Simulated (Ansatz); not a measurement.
Reactions of C7H10N2 (`CC(C)(C)C(C#N)C#N`).

Computed with Ansatz on PBE0-D4/def2-TZVP structures; ΔE is electronic, products minus reactants. CCSD(T)/CBS is the MP2 limit (def2-TZVPP, def2-QZVPP) plus CCSD(T) − MP2 in def2-TZVPP, frozen cores. This one scheme is used for every species, atoms too. For atomizations the MP2-based limit and the directly extrapolated one differ by several kJ/mol either way, and by 10 to 25 for some Ge, Se and Sn compounds, so smaller differences from it don't rank the levels. No spin–orbit coupling; open shells (•) take unrestricted orbitals. Spin–orbit coupling would lower the free atoms: a little for C. Each species was taken in one conformer, which may not be the lowest.

(1) Order these by ΔE at CCSD(T)/CBS, lowest first. (Best estimate.)
A. `CC(C)(C)C(C#N)C#N` → `CN(N)c1ccccc1`
B. `CC(C)(C)C(C#N)C#N` + `CCCCC` → `CCCCCC(C#N)C#N` + `CC(C)C`
C. `CC(C)(C)C(C#N)C#N` + H₂ → `N#CCC#N` + `CC(C)C`
D. `CC(C)(C)C(C#N)C#N` → `N#CCC#N` + `C=C(C)C`
E. `CC(C)(C)C(C#N)C#N` → 7 C• + 10 H• + 2 N•

Largest T1 diagnostic: 0.014, for `N#CCC#N`.

Results:

(1) C (-32.0 kJ/mol), B (+12.2 kJ/mol), A (+61.3 kJ/mol), D (+115.5 kJ/mol), E (+8301.5 kJ/mol).
